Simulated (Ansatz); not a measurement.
The system is Co.

```
Co
1.0
     2.48736    0.00000    0.00000
    -1.24368    2.15412    0.00000
     0.00000    0.00000    4.06329
Co
2
Direct
  0.33333 0.66667 0.74014
  0.66667 0.33333 0.25986
```

Alike in all runs: program Ansatz 0.2.0; functional PBEsol; potentials or basis Ansatz PAW; cutoff 420 eV (not typed: the program's choice for these potentials); k mesh 12 × 12 × 7; occupations fermi-dirac, width 0.05 eV.

The same cell was started in several ways:

| start | free energy over the lowest (meV/atom) | net moment (μB) | site or absolute moments (μB) | gap |
| --- | --- | --- | --- | --- |
| collinear spin, ferromagnetic start of up to 3.5 μB | 0.0 | 3.26 | Co +1.70 | none (metal or under the smearing width) |
| collinear spin, ferrimagnetic start of up to 2 μB | 0.0 | 3.26 | Co +1.70 | none (metal or under the smearing width) |
| collinear spin, ferromagnetic start of up to 2 μB | 0.0 | 3.26 | Co +1.70 | none (metal or under the smearing width) |
| collinear spin, random start of up to 2.21 μB | 0.0 | -3.26 | Co -1.70 | none (metal or under the smearing width) |
| no spin polarisation | 221.0 | - | - | none (metal or under the smearing width) |
| collinear spin, antiferromagnetic start of up to 2 μB | 0.0 | -3.26 | Co -1.70 | none (metal or under the smearing width) |

Allowing spin polarisation gains 221 meV/atom. A still lower state may exist.

Caveats: the starting moments weren't kept (some runs).
